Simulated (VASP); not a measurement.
Write the native input for VASP 6.6.1 that does the following.

| Property | Result |
| --- | --- |
| Task | single point |
| Functional | PBEsol |
| Potentials or basis | VASP PAW PBE potentials, release 64 (F, Li, H) |
| Cutoff | 500 eV |
| k mesh | 11 × 11 × 11 |
| Occupations | gaussian, width 0.02 eV |
| Spin | no spin polarisation |
| Further INCAR settings | ALGO = Normal; EDIFF = 1e-06; NBANDS = 16 |

The structure of LiHF2 lies in POSCAR:

```
LiHF2
1.0
    1.4669835874      0.8469633691      4.3666887241
   -1.4669835874      0.8469633691      4.3666887241
    0.0000000000     -1.6939267382      4.3666887241
F Li H
2 1 1
Direct
    0.5866981200      0.5866981200      0.5866981200
    0.4133018800      0.4133018800      0.4133018800
    0.0000000000      0.0000000000      0.0000000000
    0.5000000000      0.5000000000      0.5000000000
```

The cell comes from a database or a generator and needn't be the stable form of this composition.

One way to write it, as run:

INCAR

```
PREC = Accurate
ENCUT = 500
EDIFF = 1E-6
ISMEAR = 0
SIGMA = 0.02
LREAL = False
LASPH = True
NELM = 100
ALGO = Normal
ISIF = 2
LWAVE = False
LCHARG = False
GGA = PS
NBANDS = 16
```

KPOINTS

```
regular mesh
0
Gamma
  11 11 11
```

Potentials or basis: VASP PAW PBE potentials, release 64 (F, Li, H).

Run with:

```sh
$ cat potpaw_PBE.64/F/POTCAR potpaw_PBE.64/Li/POTCAR potpaw_PBE.64/H/POTCAR > POTCAR
$ mpirun -np 1 vasp_std > vasp.out
```

Results of the run:

| Quantity | Value |
| --- | --- |
| Pressure | 1.9 GPa |
| Largest force | 0.129 eV/Å |
| Band gap on the k mesh | 8.27 eV, indirect (least direct gap 8.48 eV) |

Caveat: the PAW data sets were made with another functional, which shifts forces and pressure a little; an odd mesh through Γ misses points on the zone boundary, where band edges often lie.

Wall time 3.4 min on 1 thread of AMD EPYC 7R43 64-Core Processor (Zen 3), with other jobs on the host, peak memory 0.19 GiB.
